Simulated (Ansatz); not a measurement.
# Computed properties of Al

```
Al
1.0
     0.00000    2.02398    2.02398
     2.02398    0.00000    2.02398
     2.02398    2.02398    0.00000
Al
1
Direct
  0.00000 0.00000 0.00000
```

The cell is COD entry 4313206, as deposited and not checked against the literature; nothing was relaxed.

Method: DFT, PBE, all-electron LAPW, scalar-relativistic in Ansatz 0.2.0.

The runs use a Γ-centred 14×14×14 k mesh, Fermi–Dirac smearing of 0.05 eV, basis error target 1 meV/atom, no spin polarisation.

- Density of states at the Fermi level (0.2 eV bin): 0.36 states/eV per cell
- Volume per atom: 16.58 Å³

(1) Pressure at this cell: what does the calculation give?

(2) Band gap: what does the calculation give?

Answers

(1) -0.61 GPa.

(2) none: with an odd electron count and no spin polarisation the bands can't all be full, a metal in this set-up (spin order or a larger cell could open a gap).
